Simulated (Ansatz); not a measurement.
## Cu: energy along a strain

Cu, Fm-3m, a = 3.615 Å (as given, not relaxed at this level: 1.8 GPa). Ansatz: PBE, PAW, 420 eV, Γ-centred 22×22×22 mesh on 1 atom, Gaussian smearing 0.15 eV; no spin polarisation. Cell vectors (Å): 0.000 1.808 1.808; 1.808 0.000 1.808; 1.808 1.808 0.000. The cell is strained by x per cent times the pattern (1 0 0 0 0 0) in the order xx yy zz yz xz xy (engineering shears), with fractional coordinates held. y is the free energy over the start, V0 = 11.810 Å³/atom.

| x (%) | y (meV/atom) |
| --- | --- |
| -4.00 | 17.21 |
| -3.00 | 10.55 |
| -2.00 | 5.51 |
| -1.00 | 2.02 |
| 0.00 | 0.00 |
| 1.00 | -0.62 |
| 2.00 | 0.08 |
| 3.00 | ? |
| 3.50 | 3.50 |
| 4.00 | 5.24 |

Task: Fit y = c1 x + c2 x² + c3 x³ to the other rows, get the stiffness along the pattern, and predict the missing energy.

Result: Least squares on the rows shown. y = −1.3099 x + 0.70119 x² − 0.011658 x³. The clamped-ion stiffness p·C·p = 2 × 7.012 eV × 160.2 / 11.810 Å³ = 190 GPa, which is C11 in these axes (second derivative at the start, which stands under stress). At x = 3.00 the fit asked for gives 2.07 meV/atom. The run gave 2.06 meV/atom, so the fit is 0.01 meV/atom too high, within twice the rms miss on the fitted rows (0.006 meV/atom).

The energy is lowest near 1.00 % extension rather than at the start because PBE slightly overestimates the lattice constant of copper, so the chosen cell is compressed for this functional. Most of the asymmetry between compression and extension comes from this linear term. The smaller negative cubic term is true anharmonicity: shortening the Cu–Cu contacts steeply raises the repulsion between filled d shells and the kinetic energy of the sp electrons, while stretching weakens the restoring force.

The stiffness of 190 GPa lies somewhat above the measured C11 of copper, probably in large part because the lattice is compressed. Holding the fractional coordinates costs nothing here, since with one atom per primitive cell there is no internal displacement to relax. The close match at 3.00 % supports a smooth cubic description within the sampled range, but as an interpolation it does not test larger strains. A single uniaxial pattern also leaves C12 and C44 undetermined, and with them the elastic anisotropy and the resistance to shear.
